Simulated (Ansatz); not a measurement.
Elastic constants of CaSe (Fm-3m), step by step

```xyz
2
Lattice="0.0000 2.9345 2.9345 2.9345 0.0000 2.9345 2.9345 2.9345 0.0000" Properties=species:S:1:pos:R:3 pbc="T T T"
Ca    0.0000    0.0000    0.0000
Se    2.9345    2.9345    2.9345
```

Unless marked otherwise, the numbers come from PBEsol, all-electron LAPW in Ansatz 0.2.0, scalar-relativistic. k mesh 8×8×8, fixed occupations, basis error target 0.5 meV/atom. The cell was relaxed by PAW under this functional.

The cell is cubic and carries a residual pressure of -0.02 GPa at this level. Each strain component that symmetry leaves independent is applied at ±0.005 and ±0.01, the ions relax wherever a strain frees them, and the stress (tension positive, GPa) is read. Shears are engineering strains, γ = 2ε.

| strain | size | σxx | σyy | σzz | σyz | σxz | σxy |
| --- | --- | --- | --- | --- | --- | --- | --- |
| xx | -0.01 | -1.2446 | -0.1762 | -0.1762 | 0.0000 | 0.0000 | 0.0000 |
| xx | -0.005 | -0.5951 | -0.0800 | -0.0800 | 0.0000 | 0.0000 | 0.0000 |
| xx | +0.005 | 0.5878 | 0.1089 | 0.1089 | 0.0000 | 0.0000 | 0.0000 |
| xx | +0.01 | 1.1249 | 0.2016 | 0.2016 | 0.0000 | 0.0000 | 0.0000 |
| yz | -0.01 | 0.0172 | 0.0135 | 0.0135 | -0.2737 | 0.0000 | 0.0000 |
| yz | -0.005 | 0.0156 | 0.0147 | 0.0147 | -0.1368 | 0.0000 | 0.0000 |
| yz | +0.005 | 0.0156 | 0.0147 | 0.0147 | 0.1368 | 0.0000 | 0.0000 |
| yz | +0.01 | 0.0172 | 0.0135 | 0.0135 | 0.2737 | 0.0000 | 0.0000 |

The slope is [8(σ(+δ) − σ(−δ)) − (σ(+2δ) − σ(−2δ))]/(12δ), and the program imposes the crystal's symmetry on the matrix.

Q: What are the independent elastic constants?

A: C11 = 118.2, C12 = 18.9, C44 = 27.4 GPa.

Q: Do they meet the Born conditions?

A: C11 − C12 = 99.3, C11 + 2C12 = 156.0 and C44 = 27.4 GPa must all be positive, so the crystal is elastically stable; that says nothing yet of its phonons.

Q: What moduli does a random aggregate of grains have?

A: B = (C11 + 2C12)/3 = 52.0 GPa. G_V = (C11 − C12 + 3C44)/5 = 36.3 and G_R = 5(C11 − C12)C44/(4C44 + 3(C11 − C12)) = 33.4, so G_H = 34.8 GPa. Then E = 9BG/(3B + G) = 85.4 GPa, ν = (3B − 2G)/(6B + 2G) = 0.226 and B/G = 1.49, on the brittle side of Pugh's 1.75 (a rule of thumb, made for metals; it doesn't predict ductility here).

Q: With the density of 3.912 g/cm³, how fast does sound travel, and what Debye temperature follows?

A: 

| direction | slow (m/s) | middle (m/s) | fast (m/s) |
| --- | --- | --- | --- |
| [100] | 2645 | 2645 | 5497 |
| [110] | 2645 | 3563 | 4952 |
| [111] | 3286 | 3286 | 4756 |

The mean of v⁻³ over directions and branches gives v_m = 3275 m/s and θ_D = (ħ/k_B) v_m (6π²n)^(1/3) = 332 K, n being atoms per volume. Young's modulus spans 70 to 113 GPa over directions, and the universal anisotropy index is 0.44.

Q: How far do the constants move if PAW replaces LAPW in the same cell?

A: 

```
constant  LAPW (GPa)  PAW (GPa)  difference
     C11       118.2      118.2         0.0
     C12        18.9       18.9         0.0
     C44        27.4       27.3        -0.1
```

Keep in mind: the frozen-core PAW files of the compared runs were fitted under PBE, their cores solved anew for this functional.
